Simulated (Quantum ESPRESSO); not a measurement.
The system is BaZrO3.

```
Ba Zr O
1.0
     4.19134    0.00000    0.00000
     0.00000    4.19134    0.00000
     0.00000    0.00000    4.19134
Ba Zr O
1 1 3
Direct
  0.00000 0.00000 0.00000
  0.50000 0.50000 0.50000
  0.50000 0.50000 0.00000
  0.50000 0.00000 0.50000
  0.00000 0.50000 0.50000
```

Base run:

| Quantity | Value |
| --- | --- |
| Program | Quantum ESPRESSO 7.5 |
| Functional | PBE |
| Potentials or basis | SG15 PBE 1.2 |
| Cutoff | 1197 eV |
| Density cutoff | 4789 eV |
| k mesh | 4 × 4 × 4 |
| Occupations | fermi-dirac, width 0.05 eV |
| Spin | no spin polarisation |

Its results: band gap on the k mesh 3.24 eV, indirect (least direct gap 3.43 eV); pressure 4.0 GPa.

Q: The run is repeated on the same cell with these changes: functional from PBE to r2SCAN. What comes out?

A: Band gap on the k mesh 3.79 eV, indirect (least direct gap 4.01 eV); pressure 1.2 GPa.

r2SCAN gives the wider gap, since meta-GGAs in the generalised Kohn-Sham scheme recover part of the derivative discontinuity.

Caveats: spin-orbit coupling is left out, which moves the levels of the heavy elements; the potentials were made for another functional, which shifts forces and pressure (some runs).

Not every run made on this cell is shown here.
